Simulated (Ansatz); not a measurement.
# LiCl (Fm-3m) in Ansatz: a series of runs

Aim: see how the results for LiCl move with the level of theory and the settings. Levels: PBEsol, revPBE. Tasks: Born charges and dielectric tensor, band structure.

Program: Ansatz 0.2.0. These are calculated values, not measurements. Logs are shortened: lines on timing, memory, paths and dates and some standing lists are left out, and cuts for length are marked.

**Experimental background.**

A printed reference work, monograph reports, for a bulk crystal of LiCl: high-frequency dielectric constant 2.75.

The results are compared with them further down.

## Step 1: The structure

It takes space group Fm-3m (No. 225, cubic). The conventional cell has a = 5.130 Å, b = 5.130 Å, c = 5.130 Å, α = 90.00°, β = 90.00°, γ = 90.00°. Cl (site symmetry m-3m) has 6 Li at 2.56 Å as nearest neighbours. Li (site symmetry m-3m) has 6 Cl at 2.56 Å as nearest neighbours.

## Step 2: Born charges and dielectric tensor, PBEsol

File input.yaml:

```yaml
crystal:
  lattice:
    - [0.0, 2.56477, 2.56477]
    - [2.56477, 0.0, 2.56477]
    - [2.56477, 2.56477, 0.0]
  atoms:
    - { symbol: Cl, position: [0.5, 0.5, 0.5] }
    - { symbol: Li, position: [0.0, 0.0, 0.0] }
kpoints:
  mp_grid: { grid: [9, 9, 9] }
scf:
  occupations: { method: fixed }
hamiltonian:
  xc: pbesol
  pseudopotentials: { kind: all_electron, datasets: crystal }
output: {}
dielectric: {}
```

Potentials or basis: all-electron PAW datasets made for the crystal.

On the command line:

```console
> ansatz run input.yaml --threads 1 --pin off --max-ram 3072MiB --backend cpu --events-out ev --progress --plain --runs-dir out
```

Output:

```text
Warning: RAYON_NUM_THREADS=1 ignored (pool sized by the plan → 1); use --threads N
hamiltonian.pseudopotentials.datasets: crystal makes datasets for this crystal and solves the spheres of its atoms anew in each pass: cutoff 220.0 eV, the density's 880.0 eV; for an error of 0.50 meV an atom under PBE, 1.0 meV for the cell; an energy difference from a run of another recipe may be off by several times the error for the cell, under r2SCAN by more, where some 0.1 meV an atom stays at smaller errors; in a run that uses the all-electron wave functions in the spheres, carries its plane waves along with the cell (elastic.basis: deformed) or is on a recipe of such a run or, without exact exchange, of a hybrid, they include no finite-basis correction of the energy (for plane waves above the cutoff): energies differ from those of runs with it by up to 1.1 meV an atom at a dataset_error of 0.2 meV (4 under r2SCAN), and by more at a larger error or with an open f shell (one dataset_recipe, of a run without it, keeps both alike, but for a hybrid, which always has it); Li in spheres of 1.185 Å, 1 of its electrons in bands, 2 on its site; Cl in spheres of 1.376 Å, 7 of its electrons in bands; only band paths and densities of states list, in semicore columns, the levels of the semicore shells that are solved separately: 1s of Li
Engine: ansatz 0.2.0, aarch64-unknown-linux-gnu
Pseudopotentials: kind: all_electron
Pseudopotential: Cl, paw, valence charge 7, recommended cutoff 220 eV (normal), crystal/all_electron/pbesol/scalar/gaussian/Cl, Koelling and Harmon's equation, gaussian nucleus
Pseudopotential: Li, paw, valence charge 3, recommended cutoff 220 eV (normal), crystal/all_electron/pbesol/scalar/gaussian/Li, Koelling and Harmon's equation, gaussian nucleus
Functional definition: PBEsol
  exchange = pbesol_x
  correlation = pbesol_c
davidson cushion auto → on  (no smearing: the cushion is to keep the highest requested band from converging to the state above it; pin scf.eigensolver.cushion to override)
Crystal: 2 atoms, lattice volume = 33.742 Å³
Basis set: ecut = 220 eV, 259 PW (Γ), exchange–correlation on 36×36×36 points (8 copies of the dense FFT grid, shifted against one another)
Bands: 8, of which v1, the nominal top of the filled ones, is band 4 counted from 1 (3 counted from 0)
Symmetry: 48 space group operations
k-points: 75 of 729 (irreducible under 8 space group operations, time reversal used)
Non-local potential: Cl, projectors of the file, l = 0: 1, l = 1: 2, l = 2: 2
Non-local potential: Li, projectors of the file, l = 0: 1, l = 1: 1
PAW form: soft (Blöchl's): semilocal exchange-correlation on the pseudo side does not see the compensation charge
PAW one-centre angular grid: Cl, 110 points (default); XC on its mesh's 1981 points in the sphere
PAW one-centre angular grid: Li, 110 points (default); XC on its mesh's 2071 points in the sphere
Initial density: superposition of atomic densities (neutral atoms: chi_scale 0, normalization atom)
Initial wavefunctions: pseudopotential atomic-orbital guess
Functional: x = pbesol(κ = 0.804, μ = 0.12345679012345678), c = pbesol(β = 0.046)
iter 1 solved again at ethr=2.82e-3 eV; its pass at ethr=1.00e-1 eV (dr2=2.26e-1 eV) is discarded
SCF iter   1: F=—  HF=-12746.040207 eV  |F-HF|=—  |Δ(HF+E_count)|=         —  Δρ=1.93e-2  dr2=2.28e-1  ethr=2.82e-3  ⟨swp⟩=2.2  Hψ=4138  notcnv=0
preconditioner: auto → none  [insulator: Δε(μ)=6.199 eV  Ē_g=14.214 eV  n_scr=8 (ndim 8)  ℏωp=18.1 eV  f_vac=0.000  ε∞_Penn≈2.6]
iter 2 solved again at ethr=1.63e-4 eV; its pass at ethr=2.82e-3 eV (dr2=1.30e-2 eV) is discarded
SCF iter   2: F=—  HF=-12746.015499 eV  |F-HF|=—  |Δ(HF+E_count)|=   2.47e-2  Δρ=7.62e-3  dr2=1.29e-2  ethr=1.63e-4  ⟨swp⟩=2.1  Hψ=3424  notcnv=0  defer=3
SCF iter   3: F=—  HF=-12746.024415 eV  |F-HF|=—  |Δ(HF+E_count)|=   8.92e-3  Δρ=2.44e-3  dr2=2.16e-3  ethr=1.61e-4  ⟨swp⟩=2.7  Hψ=1556  notcnv=0
SCF iter   4: F=—  HF=-12746.025970 eV  |F-HF|=—  |Δ(HF+E_count)|=   1.55e-3  Δρ=2.26e-4  dr2=2.20e-5  ethr=2.70e-5  ⟨swp⟩=3.0  Hψ=1764  notcnv=0
SCF iter   5: F=—  HF=-12746.025967 eV  |F-HF|=—  |Δ(HF+E_count)|=   2.86e-6  Δρ=3.53e-5  dr2=6.04e-7  ethr=2.75e-7  ⟨swp⟩=3.1  Hψ=2485  notcnv=0  defer=4
SCF iter   6: F=—  HF=-12746.025967 eV  |F-HF|=—  |Δ(HF+E_count)|=   4.07e-7  Δρ=1.59e-6  dr2=4.87e-10  ethr=7.55e-9  ⟨swp⟩=3.1  Hψ=2126  notcnv=0  defer=10
SCF iter   7: F=-12746.025967 eV  HF=-12746.025967 eV  |F-HF|=0.00e0  |Δ(HF+E_count)|=   1.15e-8  Δρ=2.64e-7  dr2=2.73e-11  ethr=6.09e-12  ⟨swp⟩=3.7  Hψ=2171  notcnv=0  defer=7
SCF 1 converged in 7 iterations: F = -12746.025967 eV  dr2 = 2.73e-11
the response reads at least the filled bands of the reference SCF and the lowest empty band at each k-point, and that SCF's band table does not vouch for those bands. The notice of the band table in this run's record says why
NSCF: frozen V_eff on 5 k-points
DFPT response loops at Γ: preconditioner auto → none (the input reference at scf.mixing.eps_inf says where Resta's filter doesn't serve); β = 0.50; Broyden in place of MSR1
SCF converged after 7 iterations
Free energy (F): -12746.025967 eV
Harris-Foulkes:  -12746.025967 eV  (|F-HF|=0.00e0)
Internal energy: -12746.025967 eV  (E = F + TS)
E sigma→0 (E₀):  -12746.025967 eV
Past the cutoff: waves up to 1.5 times it would add -0.000038 eV an atom, which no energy here includes
By the cutoff:   a pressure is off by up to 0.006 GPa (6 times that energy over an atom's volume, and 0.004 GPa: a bound that held against runs at twice the plane waves)
Past the cutoffs: a stress includes 0.0023 GPa for waves and charges beyond them
In the spheres:  the bands' charges fall short by 9.6e-8 e at most (sound up to 1e-3), those of shells solved beside the bands by 3.3e-8 e (sound up to 5e-4)
Fermi energy:    2.007080 eV
--- Per-component energies (eV) ---
  E_band       = -17.372095
  E_kinetic    = 109.426738
  E_local      = -155.810045  (includes V_loc(G=0)·N_el)
  E_nonlocal   = 5.093943
  E_hartree    = 89.919854
  E_xc         = -68.469000
  E_vxc        = -89.187166  (∫ρ·V_xc dr)
  E_paw        = -12983.178394  (= ΣΔE_a)
  E_vpaw       = -761.215483  (= ΣTr[D̂ρ^β])
  E_ewald      = -437.489205
  E_smearing   = -0.000000  (= −TS)
  E_closure    = 694.480141  (closes the sum)
  Σ components = -12746.025967   (vs F -12746.025967, Δ=0.00e0)
  The terms above E_closure are by the made datasets' own strengths, without shells solved beside the bands.
--- Band table (eV; the first three rows and the last of 75) ---
  k-point 0: bands = ["-11.3838", "2.0071", "2.0071", "2.0071", "8.1329", "13.6581", "13.6581", "13.6581"]
  k-point 1: bands = ["-11.3226", "1.5681", "1.9734", "1.9734", "8.5226", "13.0076", "13.6511", "13.6511"]
  k-point 2: bands = ["-11.1608", "0.6327", "1.8919", "1.8919", "9.0137", "12.6467", "12.7627", "12.7627"]
  k-point 74: bands = ["-10.5804", "-0.3115", "0.0338", "0.9958", "11.2213", "11.6794", "11.8749", "13.0513"]
--- Dielectric response (ions clamped): 1 representative field direction + reference, on 75 of 729 k-points (Σ response iterations 7) ---
  k mesh reduced under 8 symmetry operations, with k and −k counted as one. Each operation leaves every solved perturbation unchanged. A smaller set is not considered because the run solves the response to a homogeneous field
  ε∞ (high-frequency dielectric tensor):
        3.017672    -0.000000     0.000000
        0.000000     3.017672    -0.000000
        0.000000     0.000000     3.017672
  Born effective charges Z* (e; rows j = field, columns β = displacement):
    site 0:
        -1.18112   -0.00000    0.00000
         0.00000   -1.18112   -0.00000
         0.00000    0.00000   -1.18112
    site 1:
         1.18112    0.00000    0.00000
        -0.00000    1.18112    0.00000
         0.00000   -0.00000    1.18112
  Z* charge neutrality: 3.571e-5 e pre-enforcement
  k-mesh period / interband length: 32.6 Å / 1.30 Å = 25.05 at k = (0.0000, 0.0000, 0.4444), direct gap 6.840 eV — 14 or more, which is no proof of convergence
```

Wall time 9.6 s (1 thread of Arm Neoverse V2, shared host); peak memory 0.49 GiB.

Results:

```yaml
Free_energy: -12746.0260 eV
Band_gap_on_the_k_mesh: 6.13 eV, direct
Electronic_dielectric_tensor_diagonal: 3.02
Born_charges_mean_of_the_diagonal: Cl -1.18; Li +1.18 e
```

Electronic dielectric tensor:
```
3.02 0.00 0.00
0.00 3.02 0.00
0.00 0.00 3.02
```

Born effective charge tensors (e):
atom 1, Cl
```
-1.18  0.00  0.00
 0.00 -1.18  0.00
 0.00  0.00 -1.18
```
atom 2, Li
```
1.18 0.00 0.00
0.00 1.18 0.00
0.00 0.00 1.18
```

Caveat: the program warned that the printed levels may be off, so bands, gaps and densities of states are rough; an odd mesh through Γ misses points on the zone boundary, where band edges often lie.

## Step 3: Band structure, revPBE

File input.yaml:

```yaml
crystal:
  lattice:
    - [0.0, 2.56477, 2.56477]
    - [2.56477, 0.0, 2.56477]
    - [2.56477, 2.56477, 0.0]
  atoms:
    - { symbol: Cl, position: [0.5, 0.5, 0.5] }
    - { symbol: Li, position: [0.0, 0.0, 0.0] }
kpoints:
  mp_grid: { grid: [9, 9, 9] }
  band_path:
    path:
      - [0.0, 0.0, 0.0]
      - [0.5, 0.0, 0.5]
      - [0.5, 0.25, 0.75]
      - [0.375, 0.375, 0.75]
      - [0.0, 0.0, 0.0]
      - [0.5, 0.5, 0.5]
      - [0.625, 0.25, 0.625]
      - [0.5, 0.25, 0.75]
    npoints: 12
scf:
  occupations: { method: fermi_dirac, width: 0.05 }
hamiltonian:
  xc: revpbe
  pseudopotentials: { kind: all_electron, lapw: { basis_error: 0.001 } }
output:
  forces: true
  stress: true
  eigenvalues: true
```

Potentials or basis: all-electron LAPW, scalar-relativistic.

On the command line:

```console
> ansatz run input.yaml --threads 1 --pin off --max-ram 3072MiB --backend cpu --events-out ev --progress --plain --runs-dir out
```

Wall time 3.5 s (1 thread of Arm Neoverse V2, shared host); peak memory 0.22 GiB.

It converged, with:

```
Free energy             : -12769.5746 eV
Pressure                : 2.1 GPa
Band gap on the k mesh  : 6.53 eV, direct
Band gap along the path : 6.52 eV, direct
```

Levels at the corners of the path, in eV from the valence-band top:
```csv
point,band 6,band 7,band 8,band 9,band 10,band 11,band 12,band 13
Γ,-13.39,0.00,0.00,0.00,6.52,11.87,11.87,11.87
X,-12.59,-2.85,-1.09,-1.09,7.98,8.37,12.63,14.36
W,-12.60,-2.08,-2.08,-1.05,9.62,10.29,10.52,10.52
K,-12.62,-2.44,-1.75,-0.82,8.19,10.01,11.57,11.84
Γ,-13.39,0.00,0.00,0.00,6.52,11.87,11.87,11.87
L,-12.83,-2.78,-0.26,-0.26,6.92,9.59,9.59,13.16
U,-12.62,-2.44,-1.75,-0.82,8.19,10.01,11.57,11.84
W,-12.60,-2.08,-2.08,-1.05,9.62,10.29,10.52,10.52
```

## Step 4: Against experiment

Step 2. A measured high-frequency dielectric constant of LiCl is 2.75 (a printed reference work, monograph); the calculated 3.02 misses it by +9.7 %.
